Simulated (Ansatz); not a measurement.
The system is SnO2.

```
CELL_PARAMETERS angstrom
-5.37331 5.37331 1.61623
5.37331 -5.37331 1.61623
5.37331 5.37331 -1.61623
ATOMIC_POSITIONS crystal
Sn 0.35108 0.83107 0.18214
Sn 0.83107 0.64892 0.47999
Sn 0.16893 0.35108 0.52001
Sn 0.64892 0.16893 0.81786
O 0.20560 0.15493 0.36053
O 0.84507 0.20560 0.05067
O 0.79440 0.84507 0.63947
O 0.15493 0.79440 0.94933
O 0.16104 0.54296 0.70400
O 0.54296 0.83896 0.38192
O 0.45704 0.16104 0.61808
O 0.83896 0.45704 0.29600
```

Measurements of this composition are mostly on another form, of space group No. 136.

- Program: Ansatz 0.2.0
- Task: relaxation of cell and atoms
- Functional: revPBE
- Dispersion: D4
- Potentials or basis: Ansatz PAW
- Cutoff: 420 eV (not typed: the program's choice for these potentials)
- k mesh: 9 × 9 × 9
- Occupations: fermi-dirac, width 0.05 eV
- Spin: no spin polarisation

At the start: volume 15.55 Å³/atom.

**Question.** How do energy, volume and symmetry change on relaxing?

**Answer.** It ends after 9 steps and the volume is 15.32 Å³/atom (-1.5 %); space group I4/m (No. 87, to 0.05 Å).

Step by step:
```tsv
step	energy change (eV)	largest force (eV/Å)	volume (Å³)
1	0.0000	0.2058	186.66
2	-0.0359	0.1336	184.56
3	-0.0422	0.0642	183.53
4	-0.0415	0.0466	183.81
5	-0.0408	0.0364	184.07
6	-0.0413	0.0025	183.99
7	-0.0316	0.0024	183.99
8	-0.0323	0.0006	183.84
9	-0.0317	0.0006	183.84
```

Final structure:
```
CELL_PARAMETERS angstrom
-5.34585 5.34585 1.60819
5.34585 -5.34585 1.60819
5.34585 5.34585 -1.60819
ATOMIC_POSITIONS crystal
Sn 0.35034 0.83279 0.18314
Sn 0.83279 0.64966 0.48245
Sn 0.16721 0.35034 0.51755
Sn 0.64966 0.16721 0.81686
O 0.20646 0.15502 0.36148
O 0.84498 0.20646 0.05144
O 0.79354 0.84498 0.63852
O 0.15502 0.79354 0.94856
O 0.15933 0.54226 0.70159
O 0.54226 0.84067 0.38293
O 0.45774 0.15933 0.61707
O 0.84067 0.45774 0.29841
```

Caveat: the plane-wave basis is chosen anew once the cell has moved, so the energies of steps on either side of that aren't comparable; the pressure holds a Pulay correction of +0.6 GPa for the finite cutoff; the PAW data sets come from PBE, with cores solved anew for the run's functional, which leaves a small shift of forces and pressure.
